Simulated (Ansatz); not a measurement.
All numbers below come from DFT PBE, scalar-relativistic, plane waves, PAW (Ansatz 0.2.0).

Plane waves to 420 eV, a k mesh through Γ of 8×8×4 on the computed 4-atom cell and Gaussian smearing (0.02 eV); no spin polarisation.

```yaml
crystal:
  lattice:
    - [3.51170, -2.35869, 0.00000]
    - [3.51170, 2.35869, 0.00000]
    - [0.00000, 0.00000, 9.18203]
  atoms:
    - { symbol: I, position: [0.13500, 0.86500, 0.11000] }
    - { symbol: I, position: [0.63500, 0.36500, 0.39000] }
    - { symbol: I, position: [0.86500, 0.13500, 0.89000] }
    - { symbol: I, position: [0.36500, 0.63500, 0.61000] }
```

(1) Is this geometry at equilibrium? Which atom feels the largest force?

(2) Give all forces and the stress.

 The cell holds layers, and where no dispersion correction was added their binding is poorly described.

Answers

(1) It isn't. Atom 1 (I) feels (0.00, -3.38, 5.16) eV/Å, 6.162 eV/Å in size, and symmetry-related atoms feel the same size.

(2)
| atom | Fx | Fy | Fz |
| --- | --- | --- | --- |
| I1 | 0.000 | -3.375 | 5.155 |
| I2 | 0.000 | -3.375 | -5.155 |
| I3 | 0.000 | 3.375 | -5.155 |
| I4 | 0.000 | 3.375 | 5.155 |
Stress (GPa, compression positive):
```
 1.77  0.00  0.00
 0.00 11.32  0.00
 0.00  0.00 25.54
```